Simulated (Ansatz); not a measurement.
# BN: the cost of one run

Computed with Ansatz 0.2.0 (DFT PBE+D3(BJ), scalar-relativistic, plane waves, PAW, unless a step's input says otherwise).

1 further run of the same task is left out (set aside as unsound or not needed).

## 1. The system as given

It takes space group Fmm2 (No. 42, orthorhombic). The conventional cell has a = 2.508 Å, b = 6.679 Å, c = 4.338 Å, α = 90.00°, β = 90.00°, γ = 90.00°. B (site symmetry mm2) is surrounded by 3 N at 1.45 Å. N (site symmetry mm2) has 3 B at 1.45 Å as nearest neighbours.

As a file:

```xyz
2
Lattice="0.0000 3.3395 2.1688 1.2538 0.0000 2.1688 1.2538 3.3395 0.0000" Properties=species:S:1:pos:R:3 pbc="T T T"
B     1.2538    3.3395    0.0005
N     1.2538    3.3395    2.8915
```

It goes back to an entry of the Materials Project, which need not be the stable form.

It is the result of an earlier relaxation at this level (volume 9.08 Å³/atom; gap on the mesh: 3.66 eV).

## 2. Band edges anywhere in the zone

File input.yaml:

```yaml
crystal:
  lattice:
    - [0.0, 3.3394821895, 2.1688319106]
    - [1.2538424675, 0.0, 2.1688319106]
    - [1.2538424675, 3.3394821895, 0.0]
  atoms:
    - { symbol: B, position: [0.0001068737, 0.0001068737, 0.9998931263] }
    - { symbol: "N", position: [0.6665931163, 0.6665931163, 0.3334068837] }
basis:
  ecutwfc: 420
kpoints:
  mp_grid: { grid: [12, 12, 12] }
  band_path: { path: [VBM, CBM], npoints: 2 }
hamiltonian:
  xc: pbe
  dispersion: d3bj
scf:
  occupations: { method: gaussian, width: 0.02 }
output:
  forces: false
  stress: false
  eigenvalues: true
checkpoint:
  read: start.run
  write: ck
  compress: false
  write_wavefunctions: false
  write_every: 100000
```

Launch:

```console
> ansatz run input.yaml --threads 1 --pin off --max-ram 2560MiB --backend cpu --events-out ev --progress --plain --runs-dir out
```

What time and memory should one allow on 1 thread of Intel Xeon 6975P-C (Granite Rapids), shared host?

About 3.5 s, with a peak of 0.38 GiB.
